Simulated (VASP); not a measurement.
Input of a VASP 6.6.1 run:

File INCAR:

```
SYSTEM = Si12C11
ALGO     = Normal         ! electronic algorithm
EDIFF    = 1E-5           ! SCF threshold, eV
ENCUT    = 450            ! plane-wave cutoff, eV
GGA      = PS             ! functional
ISIF     = 2              ! what is computed and relaxed
ISMEAR   = 0              ! smearing method
ISPIN    = 2              ! spin polarisation
LASPH    = .TRUE.         ! aspherical terms in the spheres
LCHARG   = .FALSE.        ! write CHGCAR
LORBIT   = 11             ! projections on sites
LREAL    = Auto         
LWAVE    = .FALSE.        ! write WAVECAR
MAGMOM   = 0.25 0.25 0.25 0 0.25 0 0 0 0 0 0 0 0 0 0 0 0 0 0 0 0 0 0 ! initial moments
NELECT   = 91.0         
NELM     = 120            ! most SCF steps
PREC     = Accurate       ! precision mode
SIGMA    = 0.03           ! smearing width, eV
```

File KPOINTS:

```
k-points
0
G
  2 3 3
  0 0 0
```

The input POSCAR:

```
Si12C11
1.0
    0.0000000000      6.5370000000      6.5370000000
    4.3580000000      0.0000000000      4.3580000000
    4.3580000000      4.3580000000      0.0000000000
Si C
12 11
Direct
    0.0000000000      0.0000000000      0.0000000000
    0.0000000000      0.0000000000      0.5000000000
    0.0000000000      0.5000000000      0.0000000000
    0.0000000000      0.5000000000      0.5000000000
    0.3333330000      0.0000000000      0.0000000000
    0.3333330000      0.0000000000      0.5000000000
    0.3333330000      0.5000000000      0.0000000000
    0.3333330000      0.5000000000      0.5000000000
    0.6666670000      0.0000000000      0.0000000000
    0.6666670000      0.0000000000      0.5000000000
    0.6666670000      0.5000000000      0.0000000000
    0.6666670000      0.5000000000      0.5000000000
    0.0833333333      0.1250000000      0.6250000000
    0.0833333333      0.6250000000      0.1250000000
    0.0833333333      0.6250000000      0.6250000000
    0.4166663333      0.1250000000      0.1250000000
    0.4166663333      0.1250000000      0.6250000000
    0.4166663333      0.6250000000      0.1250000000
    0.4166663333      0.6250000000      0.6250000000
    0.7500003333      0.1250000000      0.1250000000
    0.7500003333      0.1250000000      0.6250000000
    0.7500003333      0.6250000000      0.1250000000
    0.7500003333      0.6250000000      0.6250000000
```

Potentials or basis: VASP PAW PBE potentials, release 64 (Si, C).

The run is started by

```console
$ cat potpaw_PBE.64/Si/POTCAR potpaw_PBE.64/C/POTCAR > POTCAR
$ mpirun -np 1 vasp_std > vasp.out
```

Predict the band gap on the k mesh.

none (metal or under the smearing width).

What does it give for the largest force?

1.094 eV/Å.

Forces on the atoms (eV/Å):
```
Si  -0.635 -0.561 -0.561
Si   0.513  0.785 -0.564
Si   0.513 -0.564  0.785
Si   0.211 -0.162 -0.162
Si  -0.239  0.452  0.452
Si  -0.158  0.283 -0.159
Si  -0.158 -0.159  0.283
Si   0.139  0.179  0.179
Si  -0.470  0.258  0.258
Si  -0.108  0.398 -0.203
Si  -0.108 -0.203  0.398
Si   0.289  0.003  0.003
C   -0.026 -0.034  0.526
C   -0.026  0.526 -0.034
C   -0.535  0.013  0.013
C    0.198 -0.409 -0.409
C    0.409 -0.391 -0.403
C    0.409 -0.403 -0.391
C    0.008 -0.052 -0.052
C    0.398  0.012  0.012
C   -0.308 -0.305  0.308
C   -0.308  0.308 -0.305
C   -0.011  0.028  0.028
```

Caveat: the k mesh is coarse (spacing up to 0.42 Å⁻¹), so the values aren't converged; the cell is charged against a uniform background, so pressure and absolute levels hang on convention; the PAW data sets were made with another functional, which shifts forces and pressure a little.
